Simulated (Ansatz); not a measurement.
Crystal: As.

```xyz
2
Lattice="4.5664 0.0000 0.0000 -2.2832 3.9546 0.0000 0.0000 0.0000 2.8337" Properties=species:S:1:pos:R:3 pbc="T T T"
As    0.0000    2.6364    0.0000
As    2.2832    1.3182    0.0000
```

The cell was built by a generator and needn't be a form met in nature.

Base run:

- Program: Ansatz 0.2.0
- Functional: PBE
- Potentials or basis: Ansatz PAW
- Cutoff: 420 eV
- Density cutoff: 1680 eV
- k mesh: 7 × 7 × 9
- Occupations: fermi-dirac, width 0.05 eV
- Spin: no spin polarisation

Its results: band gap on the k mesh none (metal or under the smearing width); pressure -0.1 GPa.

**Question.** The run is repeated on the same cell with these changes: k mesh from 7 × 7 × 9 to 4 × 4 × 5. What comes out?

**Answer.** Band gap on the k mesh none (metal or under the smearing width); pressure -0.6 GPa.

Caveats: some runs use coarse meshes.

Not every run made on this cell is shown here.
